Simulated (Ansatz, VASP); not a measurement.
## Two plane-wave programs on Pt

Contents of INCAR:

```
SYSTEM = Pt
PREC = Accurate
ENCUT = 520
EDIFF = 1E-7
ISMEAR = 0
SIGMA = 0.15
LREAL = .FALSE.
LASPH = .TRUE.
NELM = 100
ALGO = Normal
ISIF = 2
LWAVE = .FALSE.
LCHARG = .FALSE.
GGA = CA
NBANDS = 11
```

File KPOINTS:

```
regular mesh
0
G
  20 20 20
  0 0 0
```

Contents of POSCAR:

```
Pt
1.0
    0.0000000000      1.9579000000      1.9579000000
    1.9579000000      0.0000000000      1.9579000000
    1.9579000000      1.9579000000      0.0000000000
Pt
1
Direct
    0.0000000000      0.0000000000      0.0000000000
```

Input for Ansatz:

```yaml
crystal:
  lattice:
    - [0.0, 1.9579, 1.9579]
    - [1.9579, 0.0, 1.9579]
    - [1.9579, 1.9579, 0.0]
  atoms:
    - { symbol: Pt, position: [0.0, 0.0, 0.0] }
basis:
  ecutwfc: 420
kpoints:
  mp_grid: { grid: [20, 20, 20] }
hamiltonian:
  xc: lda
scf:
  occupations: { method: gaussian, width: 0.15 }
output:
  forces: true
  stress: true
  eigenvalues: true
  write_density: true
  write_potential: true
  elf: true
  volumetric_format: npy
```

Alike in both runs: task single point; functional LDA; k mesh 20 × 20 × 20; occupations gaussian, width 0.15 eV; no spin polarisation.

```csv
,VASP,Ansatz
version,VASP 6.6.1,Ansatz 0.2.0
potentials or method,"VASP PAW LDA potentials, release 64 (Pt)","scalar-relativistic, plane waves, PAW"
plane-wave cutoff (eV),520,420
valence electrons in the cell,10,18
```

|  | VASP | Ansatz | Ansatz less VASP |
| --- | --- | --- | --- |
| gap on the k mesh at the Fermi level (eV) | none | none | - |
| pressure (GPa) | -4.2 | -4.9 | -0.70 |

A gap of «none» marks a metal or a gap that the smearing closes. The two sets of potentials don't hold the same shells in valence.

The runs have no spin-orbit coupling, so splittings on Pt are missing.
